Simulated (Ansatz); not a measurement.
# Sb (fcc type): the cost of one run

Program: Ansatz 0.2.0. Level of theory: DFT, PBE, PAW with Ansatz's default frozen-core files, scalar-relativistic. These are calculated values, not measurements.

**1. The structure to begin with**

The structure is cubic, space group Fm-3m (No. 225). The conventional cell has a = 4.820 Å, b = 4.820 Å, c = 4.820 Å, α = 90.00°, β = 90.00°, γ = 90.00°. Sb (site symmetry m-3m) is surrounded by 12 Sb at 3.41 Å.

Coordinates:

```cif
data_structure
_symmetry_space_group_name_H-M 'Fm-3m'
_symmetry_Int_Tables_number 225
_cell_length_a 4.8203
_cell_length_b 4.8203
_cell_length_c 4.8203
_cell_angle_alpha 90.000
_cell_angle_beta 90.000
_cell_angle_gamma 90.000
_cell_volume 112.00
loop_
_atom_site_label
_atom_site_type_symbol
_atom_site_symmetry_multiplicity
_atom_site_Wyckoff_symbol
_atom_site_fract_x
_atom_site_fract_y
_atom_site_fract_z
_atom_site_occupancy
Sb1 Sb 4 a 0.00000 0.00000 0.00000 1
```

The file gives the conventional cell by its symmetry; the runs use the cell typed in the input.

**2. Bulk cell relaxed, PAW**

input.yaml reads:

```yaml
crystal:
  lattice:
    - [0.0, 2.4101422642, 2.4101422642]
    - [2.4101422642, 0.0, 2.4101422642]
    - [2.4101422642, 2.4101422642, 0.0]
  atoms:
    - { symbol: Sb, position: [0.0, 0.0, 0.0] }
kpoints:
  mp_grid: { grid: [16, 16, 16] }
scf:
  occupations: { method: fermi_dirac, width: 0.05 }
hamiltonian:
  xc: pbe
  pseudopotentials: { kind: paw }
output:
  forces: true
  stress: true
relax:
  f_tol: 0.005
  max_steps: 40
  cell: {}
```

Command:

```console
$ ansatz run input.yaml --threads 2 --pin off --max-ram 4096MiB --backend cpu --events-out ev --progress --plain --runs-dir out
```

Q: Estimate wall time and peak memory on 2 threads of Intel Xeon Platinum 8488C (Sapphire Rapids), shared host.

About 3.2 s, with a peak of 0.39 GiB.
